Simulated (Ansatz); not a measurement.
input.yaml (Ansatz)

```yaml
crystal:
  lattice:
    - [6.1602917419, 0.0, 0.0]
    - [0.0, 6.1602917419, 0.0]
    - [0.0, 0.0, 6.1602917419]
  atoms:
    - { symbol: In, position: [0.0, 1.0, 0.0] }
    - { symbol: In, position: [0.5, 0.5, 0.5] }
    - { symbol: In, position: [0.25, 0.0, 0.5] }
    - { symbol: In, position: [0.75, 1.0, 0.5] }
    - { symbol: In, position: [0.5, 0.25, 0.0] }
    - { symbol: In, position: [0.5, 0.75, 1.0] }
    - { symbol: In, position: [1.0, 0.5, 0.25] }
    - { symbol: In, position: [1.0, 0.5, 0.75] }
hamiltonian:
  xc: revpbe
  pseudopotentials:
    kind: paw
    azcp:
      In: "pseudopotentials/In.paw.azcp"
basis:
  ecutwfc: 420
  fft_grid_basis: typed
kpoints:
  mp_grid: { grid: [6, 6, 6], shift: [0, 0, 0] }
magnetization:
  spin_polarized: false
scf:
  occupations: { method: fermi_dirac, width: 0.1 }
output:
  write_density: true
  write_potential: true
  elf: true
  volumetric_format: npy
```

Output

```
Engine: ansatz 0.2.0, x86_64-unknown-linux-gnu
Pseudopotentials: kind: paw
Pseudopotential: In, paw, valence charge 13, recommended cutoff 420 eV (normal) 
Functional definition: revPBE
  parameter kappa = 1.245
  parameter beta = 0.06672455060314922
  exchange = pbe_x(kappa = kappa, mu = beta*pi^2/3)
  correlation = pbe_c(beta = beta)
Crystal: 8 atoms, lattice volume = 233.778 Å³
Basis set: ecut = 420 eV, 4553 PW (Γ)
Bands: 63, of which v1, the nominal top of the filled ones, is band 52 counted from 1 (51 counted from 0)
Symmetry: 48 space group operations
Space group: Pm-3n (ITA 223), of the structure as read, at distance tolerance 6.2e-5 Å
k-points: 20 of 216
Non-local potential: In, projectors of the file, l = 0: 2, l = 1: 2, l = 2: 2, l = 3: 2
PAW form: soft (Blöchl's): semilocal exchange-correlation on the pseudo side does not see the compensation charge
PAW frozen core: In, regenerated for the run's functional, and the local potential with it (the file was generated under x = pbe(κ = 0.804, μ = 0.2195149727645171), c = pbe(β = 0.06672455060314922))
PAW one-centre angular grid: In, 590 points (default); XC on 64 Gauss nodes
Initial density: superposition of atomic densities (neutral atoms: chi_scale 0, normalization atom), corrected by the library's trained network
Initial wavefunctions: pseudopotential atomic-orbital guess
Functional: x = revpbe(κ = 1.245, μ = 0.2195149727645171), c = pbe(β = 0.06672455060314922)
SCF iter   1: F=—  HF=-44830.547235 eV  |F-HF|=—  |Δ(HF+E_count)|=         —  Δρ=3.01e-3  dr2=1.28e-2  ethr=1.77e-3  ⟨swp⟩=6.2  Hψ=4618  notcnv=0  defer=1
SCF iter   2: F=—  HF=-44830.538230 eV  |F-HF|=—  |Δ(HF+E_count)|=   9.01e-3  Δρ=8.83e-4  dr2=1.63e-3  ethr=1.23e-5  ⟨swp⟩=2.0  Hψ=2362  notcnv=0  defer=2
SCF iter   3: F=—  HF=-44830.538192 eV  |F-HF|=—  |Δ(HF+E_count)|=   3.75e-5  Δρ=4.31e-4  dr2=4.75e-4  ethr=1.56e-6  ⟨swp⟩=1.2  Hψ=1255  notcnv=0  defer=2
SCF iter   4: F=—  HF=-44830.538177 eV  |F-HF|=—  |Δ(HF+E_count)|=   1.54e-5  Δρ=7.14e-5  dr2=1.81e-5  ethr=4.57e-7  ⟨swp⟩=2.0  Hψ=1470  notcnv=0  defer=2
SCF iter   5: F=—  HF=-44830.538136 eV  |F-HF|=—  |Δ(HF+E_count)|=   4.10e-5  Δρ=1.65e-5  dr2=6.67e-7  ethr=1.74e-8  ⟨swp⟩=3.0  Hψ=2465  notcnv=0  defer=2
SCF iter   6: F=-44830.538136 eV  HF=-44830.538136 eV  |F-HF|=4.77e-9  |Δ(HF+E_count)|=   1.64e-7  Δρ=2.97e-6  dr2=2.66e-8  ethr=9.62e-11  ⟨swp⟩=6.5  Hψ=4466  notcnv=0
SCF 1 converged in 6 iterations: F = -44830.538136 eV  dr2 = 2.66e-8
SCF converged after 6 iterations
Free energy (F): -44830.538136 eV
Harris-Foulkes:  -44830.538136 eV  (|F-HF|=4.77e-9)
Internal energy: -44830.383289 eV  (E = F + TS)
E sigma→0 (E₀):  -44830.460713 eV
Entropy (-TS):   -0.154846 eV (-19.356 meV/atom)
Fermi energy:    8.866723 eV
--- Per-component energies (eV) ---
  E_band       = -323.316277
  E_kinetic    = 1921.879563
  E_local      = -9174.729970  (includes V_loc(G=0)·N_el)
  E_nonlocal   = 2926.459282
  E_hartree    = 3591.806656
  E_xc         = -1726.901694
  E_vxc        = -791.707434  (∫ρ·V_xc dr)
  E_paw        = -33262.187988  (= ΣΔE_a)
  E_vpaw       = -2388.835045  (= ΣTr[D̂ρ^β])
  E_aug_tail   = 0.000207  (compensation charges beyond the density's cutoff)
  E_ewald      = -9107.095921
  E_core_change = 0.386575  (= ΣΔE_core)
  E_smearing   = -0.154846  (= −TS)
  E_closure    = -0.000000  (closes the sum)
  Σ components = -44830.538136   (vs F -44830.538136, Δ=0.00e0)
--- Band table (eV; the first three rows and the last of 20) ---
  k-point 0: bands = ["-5.9399", "-5.9346", "-5.9346", "-5.7838", "-5.7838", "-5.7838", "-5.7410", "-5.7410", "-5.7089", "-5.7089", "-5.7089", "-5.6952", "-5.6887", "-5.6887", "-5.6887", "-5.6535", "-5.6237", "-5.6237", "-5.6237", "-5.6061", "-5.6061", "-5.5932", "-5.5932", "-5.5932", "-5.5862", "-5.5862", "-5.5862", "-5.5556", "-5.5556", "-5.4918", "-5.4918", "-5.4648", "-5.4648", "-5.4648", "-5.4594", "-5.4594", "-5.4594", "-5.3683", "-5.3683", "-5.3683", "0.0617", "3.7937", "3.7937", "3.9050", "4.9412", "4.9412", "4.9412", "7.1171", "7.9327", "7.9327", "8.3710", "8.3710", "8.3710", "9.0911", "9.0911", "9.0911", "10.1002", "10.1002", "10.1002", "10.9205", "13.0033", "13.0033", "13.0033"]
  k-point 1: bands = ["-5.9373", "-5.9340", "-5.8999", "-5.7971", "-5.7758", "-5.7758", "-5.7436", "-5.7359", "-5.7201", "-5.7201", "-5.7156", "-5.6958", "-5.6892", "-5.6766", "-5.6766", "-5.6513", "-5.6386", "-5.6386", "-5.6274", "-5.6179", "-5.5918", "-5.5918", "-5.5872", "-5.5858", "-5.5780", "-5.5676", "-5.5676", "-5.5585", "-5.5576", "-5.4971", "-5.4833", "-5.4772", "-5.4772", "-5.4672", "-5.4672", "-5.4639", "-5.4593", "-5.4061", "-5.3631", "-5.3631", "0.1781", "2.9769", "3.8973", "3.9760", "5.0592", "5.0592", "5.7792", "6.6114", "7.1543", "7.8394", "7.8998", "7.8998", "8.8862", "8.8862", "9.4654", "10.0248", "10.2124", "10.6434", "11.0049", "11.0049", "12.1195", "12.1195", "12.5682"]
  k-point 2: bands = ["-5.9349", "-5.9330", "-5.8112", "-5.8101", "-5.7610", "-5.7609", "-5.7609", "-5.7328", "-5.7328", "-5.7218", "-5.7051", "-5.6959", "-5.6909", "-5.6677", "-5.6677", "-5.6600", "-5.6581", "-5.6328", "-5.6328", "-5.6046", "-5.6023", "-5.6023", "-5.5890", "-5.5647", "-5.5631", "-5.5564", "-5.5408", "-5.5384", "-5.5384", "-5.5101", "-5.5084", "-5.5084", "-5.5079", "-5.4829", "-5.4829", "-5.4775", "-5.4619", "-5.4594", "-5.3535", "-5.3535", "0.5292", "1.9442", "4.2030", "4.2916", "5.3952", "5.3952", "5.5417", "5.7204", "6.9949", "6.9949", "8.1168", "8.1178", "9.0775", "9.0775", "9.3721", "10.5447", "11.0407", "11.0407", "11.6122", "11.6750", "11.7926", "12.2191", "12.6810"]
  k-point 19: bands = ["-5.7493", "-5.7493", "-5.7493", "-5.7493", "-5.7407", "-5.7407", "-5.7407", "-5.7407", "-5.7407", "-5.7407", "-5.6810", "-5.6810", "-5.6810", "-5.6810", "-5.6810", "-5.6810", "-5.6072", "-5.6072", "-5.5978", "-5.5978", "-5.5978", "-5.5978", "-5.5978", "-5.5978", "-5.5932", "-5.5932", "-5.5932", "-5.5932", "-5.5932", "-5.5932", "-5.4958", "-5.4958", "-5.4958", "-5.4958", "-5.4958", "-5.4958", "-5.4792", "-5.4792", "-5.4792", "-5.4792", "3.2132", "3.2132", "3.2132", "3.2132", "3.2132", "3.2132", "3.2865", "3.2865", "11.0229", "11.0229", "11.0229", "11.0229", "11.0229", "11.0229", "11.4742", "11.4742", "12.3320", "12.3320", "12.3320", "12.3320", "12.3683", "12.3683", "12.3683"]
```

Launched by

```sh
ansatz run input.yaml --threads 4 --pin off --max-ram 8192MiB --backend cpu --events-out ev --progress --plain --runs-dir out
```

On 4 threads of AMD EPYC 7B13 (Zen 3) (shared host) this took about 3.7 s of wall time and 13 s of CPU time, with 0.81 GiB at the peak.
